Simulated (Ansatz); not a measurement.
Nudged elastic band run: Si

The input (input.yaml):

```yaml
crystal:
  lattice:
    - [0.0, 5.43, 5.43]
    - [5.43, 0.0, 5.43]
    - [5.43, 5.43, 0.0]
  atoms:
    - { symbol: Si, position: [0.00312449, -0.00316376, 0.00304416] }
    - { symbol: Si, position: [0.12465176, 0.12603686, 0.12465605] }
    - { symbol: Si, position: [0.00339961, -0.00304528, 0.49696163] }
    - { symbol: Si, position: [0.13197906, 0.12274202, 0.62272621] }
    - { symbol: Si, position: [-0.00011296, 0.49990917, -7.198e-05] }
    - { symbol: Si, position: [0.12453475, 0.62452764, 0.12452106] }
    - { symbol: Si, position: [0.0031165, 0.50307295, 0.4968292] }
    - { symbol: Si, position: [0.12464904, 0.62465084, 0.62605634] }
    - { symbol: Si, position: [0.4969486, -0.00304343, 0.00336493] }
    - { symbol: Si, position: [0.62280654, 0.12278953, 0.13178033] }
    - { symbol: Si, position: [0.50047491, 0.00037857, 0.50029711] }
    - { symbol: Si, position: [0.62328423, 0.1232778, 0.62327406] }
    - { symbol: Si, position: [0.49684321, 0.50309181, 0.00305503] }
    - { symbol: Si, position: [0.62601356, 0.62465781, 0.12466034] }
    - { symbol: Si, position: [0.49694836, 0.50338023, 0.49696317] }
    - { symbol: Si, position: [0.62278542, 0.63187156, 0.62275264] }
    - { symbol: Si, position: [0.7504819, 0.25037737, 0.75029002] }
basis:
  ecutwfc: 420.0
kpoints:
  mp_grid: { grid: [2, 2, 2] }
hamiltonian:
  xc: pbe
  dispersion: d3bj
  pseudopotentials: { kind: paw, azcp: { folder: soft_1 } }
scf:
  occupations: { method: gaussian, width: 0.05 }
  lower_state_search: "off"
neb:
  images: 7
  f_tol: 0.05
  initial_path: idpp
  max_iterations: 61
  final_atoms:
    - { symbol: Si, position: [-0.00120195, 0.00057864, 0.000349] }
    - { symbol: Si, position: [0.12795909, 0.12230359, 0.12176846] }
    - { symbol: Si, position: [0.00188009, -0.00552812, 0.50185729] }
    - { symbol: Si, position: [0.12798596, 0.12239722, 0.62799149] }
    - { symbol: Si, position: [0.00224981, 0.50238847, -0.00667734] }
    - { symbol: Si, position: [0.12816591, 0.62813143, 0.12196901] }
    - { symbol: Si, position: [0.00235066, 0.50254978, 0.50226441] }
    - { symbol: Si, position: [0.12503866, 0.62589266, 0.62477097] }
    - { symbol: Si, position: [0.50032749, 0.00043797, 0.00030132] }
    - { symbol: Si, position: [0.62499816, 0.12488528, 0.1250308] }
    - { symbol: Si, position: [0.50036586, 0.00052129, 0.4988476] }
    - { symbol: Si, position: [0.62183141, 0.12223449, 0.62796485] }
    - { symbol: Si, position: [0.5005455, 0.49863316, 0.00047093] }
    - { symbol: Si, position: [0.62205796, 0.62798638, 0.12192627] }
    - { symbol: Si, position: [0.4935975, 0.50228278, 0.50212211] }
    - { symbol: Si, position: [0.62209339, 0.62807034, 0.62811] }
    - { symbol: Si, position: [0.87505194, 0.37587341, 0.37478419] }
  order_check: true
```

Run as:

```bash
$ ansatz run input.yaml --threads 1 --pin off --max-ram 3072MiB --backend cpu --events-out ev --progress --plain --runs-dir out
```

Output, in part (warnings, iteration lines):

```
NEB end point (image 0): max|allowed force component| = 1.775e-2 eV/Å (the criterion of neb.relax_end_points is 1.000e-2)
NEB end point (image 8): max|allowed force component| = 1.587e-2 eV/Å (the criterion of neb.relax_end_points is 1.000e-2)
NEB iter   1: max|band force component| = 2.462e0 eV/Å  barrier→ = 0.9571 eV  barrier← = 0.9572 eV  Δτ_max = 0.1453 Å  (75 SCF iters)
NEB iter   2: max|band force component| = 1.015e0 eV/Å  barrier→ = 0.4859 eV  barrier← = 0.4860 eV  Δτ_max = 0.1864 Å  (47 SCF iters)
NEB iter   3: max|band force component| = 2.488e-1 eV/Å  barrier→ = 0.3449 eV  barrier← = 0.3450 eV  CI = image 3  Δτ_max = 0.1076 Å  (47 SCF iters)
NEB iter   4: max|band force component| = 1.935e-1 eV/Å  barrier→ = 0.3109 eV  barrier← = 0.3110 eV  CI = image 4  Δτ_max = 0.1424 Å  (42 SCF iters)
NEB iter   5: max|band force component| = 1.902e-1 eV/Å  barrier→ = 0.3053 eV  barrier← = 0.3054 eV  CI = image 4  Δτ_max = 0.0667 Å  (42 SCF iters)
NEB iter   6: max|band force component| = 3.257e-2 eV/Å  barrier→ = 0.3040 eV  barrier← = 0.3041 eV  CI = image 4  Δτ_max = 0.0000 Å  (268 SCF iters)
```

The run converged. By the program's own check the climbing image is a first-order saddle point (lowest curvatures found: -0.21 and 0.64 eV/Å²). Limits of this set-up: coarse k mesh.

Final band (atoms are numbered from 1 in the order of the input):

| image | path coordinate (Å) | energy (eV) | Si10–Si17 (Å) | Si5–Si17 (Å) |
| --- | --- | --- | --- | --- |
| 0 | 0.00 | 0.00 | 2.39 | 4.69 |
| 1 | 0.41 | 0.06 | 2.43 | 4.37 |
| 2 | 0.82 | 0.23 | 2.50 | 4.02 |
| 3 | 1.22 | 0.29 | 2.73 | 3.61 |
| 4 | 1.63 | 0.30 | 3.15 | 3.20 |
| 5 | 2.05 | 0.29 | 3.57 | 2.77 |
| 6 | 2.47 | 0.24 | 3.99 | 2.52 |
| 7 | 2.88 | 0.06 | 4.36 | 2.43 |
| 8 | 3.30 | 0.00 | 4.70 | 2.39 |

The run took 6.4 min on 1 thread of Intel(R) Xeon(R) Platinum 8488C (Sapphire Rapids) (shared host), peak memory 0.98 GiB.
